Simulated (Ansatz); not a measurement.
Runs of Ansatz 0.2.0 on Nb. It takes space group Im-3m (No. 229, cubic). Conventional cell: a = 3.328 Å, b = 3.328 Å, c = 3.328 Å, α = 90.00°, β = 90.00°, γ = 90.00°. Around Nb (site symmetry m-3m) lie 8 Nb at 2.88 Å. 

| level | spin | k mesh | cutoff (eV) | gap on the mesh (eV) | pressure (GPa) |
| --- | --- | --- | --- | --- | --- |
| revPBE | off | 11 × 11 × 11 | 420 | none | 0.0 |
| PBEsol | off | 11 × 11 × 11 | 420 | none | -7.8 |
| RPBE | off | 11 × 11 × 11 | 420 | none | 0.8 |
| PBE | SOC, no magnetisation | 8 × 8 × 8 | 420 | none | -2.3 |
| BLYP | off | 11 × 11 × 11 | 420 | none | (a) |
| r2SCAN | off | 11 × 11 × 11 | 500 | none | -3.2 |
| LDA | off | 11 × 11 × 11 | 420 | none | -11.6 |
| PBE | off | 11 × 11 × 11 | 420 | none | (b) |
| PBE | off | 8 × 8 × 8 | 420 | none | -2.3 |

Alike in all rows: task band structure; potentials or basis Ansatz PAW; cell as given; smearing fermi-dirac 0.05 eV.

Q: Fill in the values left out.

A: (a) 4.1; (b) -2.0.

Caveats: the PAW data sets come from PBE, with cores solved anew for the run's functional, which leaves a small shift of forces and pressure (some runs).

A k mesh can miss the band edges, and rows without SOC leave out spin-orbit coupling on Nb.

A gap of «none» marks a metal or a gap under the smearing width.
